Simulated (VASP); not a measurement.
Wanted: the native input for a VASP 6.6.1 run.

```yaml
Task: relaxation of the atoms
Functional: PBE
Dispersion: D3(BJ)
Potentials_or_basis: VASP PAW PBE potentials, release 64 (Mg, O)
Cutoff: 600 eV
k_mesh: 12 × 12 × 12
Occupations: gaussian, width 0.03 eV
Spin: no spin polarisation
Further_INCAR_settings: ALGO = Normal; EDIFF = 1e-07; IBRION = 2; EDIFFG = -0.01; NSW = 40
```

The structure of MgO (Periclase) lies in POSCAR:

```
MgO                                     
1.0
    0.0000000000      2.1407426911      2.1407426911
    2.1407426911      0.0000000000      2.1407426911
    2.1407426911      2.1407426911      0.0000000000
  Mg              O             
     1     1
Direct
     0.0000000000000000    0.0000000000000000    0.0000000000000000
     0.5000000000000000    0.5000000000000000    0.5000000000000000
```

The cell isn't the ideal one: a relaxed cell with its volume scaled by 1.06.

The input as run:

INCAR

```
PREC = Accurate
ENCUT = 600
EDIFF = 1E-7
ISMEAR = 0
SIGMA = 0.03
LREAL = F
LASPH = T
NELM = 80
ALGO = Normal
ISIF = 2
LWAVE = F
LCHARG = F
GGA = PE
IVDW = 12
IBRION = 2
NSW = 40
EDIFFG = -0.01
```

KPOINTS

```
Automatic mesh
0
Gamma
  12 12 12
```

Potentials or basis: VASP PAW PBE potentials, release 64 (Mg, O).

Launch:

```console
$ cat potpaw_PBE.64/Mg/POTCAR potpaw_PBE.64/O/POTCAR > POTCAR
$ mpirun -np 1 vasp_std > vasp.out
```

Results of the run:

```yaml
Pressure_after_relaxing: -8.4 GPa
Band_gap_on_the_k_mesh: 4.27 eV, direct
Dispersion_energy_per_atom: -0.279 eV
```

Caveat: the relaxation stopped at its first step, so nothing moved.

Run time: 7.4 s on 1 thread of AMD EPYC 9R45 (Zen 5), on a shared host, peak memory 0.13 GiB.
